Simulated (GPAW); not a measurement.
A calculation with GPAW 26.7.0 of PbSe (ASE script, structure typed inline):

run.py

```python
from ase import Atoms
from ase.dft.bandgap import bandgap
from ase.io import write
from ase.units import GPa
from gpaw import GPAW, PW

atoms = Atoms(['Pb', 'Se'],
              cell=[[3.784322, 0.0, 0.0],
                    [0.0, 3.784322, 0.0],
                    [0.0, 0.0, 3.784322]],
              scaled_positions=[[0.0, 0.0, 0.0],
                                [0.5, 0.5, 0.5]],
              pbc=True)

calc = GPAW(mode=PW(600),
            xc='PBE',
            kpts={'size': (7, 7, 7), 'gamma': True},
            occupations={'name': 'fermi-dirac', 'width': 0.05},
            nbands=19,
            convergence={'density': 1e-05, 'energy': 1e-05},
            maxiter=150,
            txt='gpaw.txt')
atoms.calc = calc
energy = atoms.get_potential_energy()
forces = atoms.get_forces()
stress = atoms.get_stress()
calc.write('gs.gpw')
write('result.traj', atoms)
print(f'Energy: {energy:.6f} eV')
print('Forces (eV/A):')
print(forces.round(4))
print('Stress (GPa):', (stress / GPa).round(3))
print('Fermi level:', round(calc.get_fermi_level(), 4), 'eV')
print(f'Gap: {bandgap(calc)[0]:.4f} eV, direct: {bandgap(calc, direct=True)[0]:.4f} eV')
```

Potentials or basis: GPAW PAW data sets (gpaw-data 1.2.1), pw.

Run with:

```console
$ OMP_NUM_THREADS=1 python run.py
```

Measurements of this composition are mostly on another form, of space group No. 225.

Write the same calculation in another form: native input, structure from a P1 CIF.

As run:

run.py

```python
from ase.io import read
from gpaw import PW
from gpaw.dft import DFT

atoms = read('PbSe.cif')

dft = DFT(atoms,
          mode=PW(600),
          xc='PBE',
          kpts={'size': (7, 7, 7), 'gamma': True},
          occupations={'name': 'fermi-dirac', 'width': 0.05},
          nbands=19,
          convergence={'density': 1e-05, 'energy': 1e-05},
          maxiter=150,
          txt='gpaw.txt')
print(f'Energy: {dft.calculate_energy():.6f} eV')
print('Forces (eV/A):')
print(dft.calculate_forces().round(4))
print('Stress (eV/A^3):', dft.calculate_stress().round(6))
dft.write_gpw_file('gs.gpw')
```

File PbSe.cif:

```cif
data_PbSe
_cell_length_a 3.78432200
_cell_length_b 3.78432200
_cell_length_c 3.78432200
_cell_angle_alpha 90.00000000
_cell_angle_beta 90.00000000
_cell_angle_gamma 90.00000000
_space_group_name_H-M_alt 'P1'
_space_group_name_Hall 'P 1'
_space_group_IT_number 1
loop_
_space_group_symop_operation_xyz
'x,y,z'
loop_
_atom_site_label
_atom_site_type_symbol
_atom_site_symmetry_multiplicity
_atom_site_Wyckoff_symbol
_atom_site_fract_x
_atom_site_fract_y
_atom_site_fract_z
_atom_site_occupancy
Pb1 Pb 1 a 0.0000000000 0.0000000000 0.0000000000 1
Se1 Se 1 a 0.5000000000 0.5000000000 0.5000000000 1
```

Potentials or basis: GPAW PAW data sets (gpaw-data 1.2.1), pw.

Launch:

```sh
$ OMP_NUM_THREADS=1 python run.py
```

Both were run:

|  | ASE script, structure typed inline | native input, structure from a P1 CIF |
| --- | --- | --- |
| Pressure | -0.4 GPa | -0.4 GPa |
| Band gap on the k mesh | none (metal or under the smearing width) | none (metal or under the smearing width) |

Keys that steer only the numerical path or the files written may differ.
